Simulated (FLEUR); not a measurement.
Sb: band structure with SCAN

Sb:

```
Sb
1.0
     3.16000    0.00000    0.00000
     0.00000    3.16000    0.00000
     0.00000    0.00000    3.16000
Sb
1
Direct
  0.00000 0.00000 0.00000
```

This isn't the form of Sb at room conditions, which is rhombohedral.

```yaml
Program: FLEUR MaX-R8.1 (later development tree)
Task: band structure
Functional: SCAN
Potentials_or_basis: all-electron
Basis: FLAPW
Kmax: 4.1 1/bohr
k_mesh: 8 × 8 × 8
Occupations: fermi-dirac, width 0.05 eV
Spin: no spin polarisation
Gmax: 12.7 1/bohr
Muffin-tin_radii: Sb 2.66 bohr
lmax: Sb 10
lnonsphr: Sb 10
Local_orbitals_a_species: Sb 6
Max_iterations: 80
Mixing_factor: 0.05
Mixer: Anderson
Mixer_history: 30
Density_convergence: 0.0001 me/bohr^3
```

The band gap along the path is none (metal or under the smearing width) and the valence electrons inside the program's atomic spheres are Sb 19.05 (radii Sb 2.66 bohr).

Levels at the corners of the path, in eV from the Fermi level:
```csv
point,band 8,band 9,band 10,band 11,band 12,band 13,band 14,band 15
Γ,-29.69,-12.37,3.21,3.21,3.21,7.53,7.53,8.54
X,-29.68,-10.06,-5.33,5.12,5.12,9.85,11.17,11.84
M,-29.64,-7.65,-3.35,-3.35,2.65,7.04,13.70,13.70
Γ,-29.69,-12.37,3.21,3.21,3.21,7.53,7.53,8.54
R,-29.63,-5.03,-1.47,-1.47,-1.47,5.21,5.21,5.21
X,-29.68,-10.06,-5.33,5.12,5.12,9.85,11.17,11.84
M,-29.64,-7.65,-3.35,-3.35,2.65,7.04,13.70,13.70
R,-29.63,-5.03,-1.47,-1.47,-1.47,5.21,5.21,5.21
```

Core levels (eV from the Fermi level):
```csv
atom,levels
1 Sb,"1s1/2 -30282.8, 2s1/2 -4603.1, 2p1/2 -4305.4, 2p3/2 -4053.6, 3s1/2 -898.9, 3p1/2 -777.4, 3p3/2 -730.9, 4s1/2 -144.1, 3d3/2 -516.6, 3d5/2 -506.9"
```

It took 53 s on 1 thread of Intel(R) Xeon(R) Processor @ 2.50GHz (Skylake/Cascade Lake) (shared host), peak memory 0.09 GiB.

Caveat: the meta-GGA is that of a development version, with a GGA for the radial functions and cores and without core tails; spin-orbit coupling is left out, which moves the levels of the heavy elements.
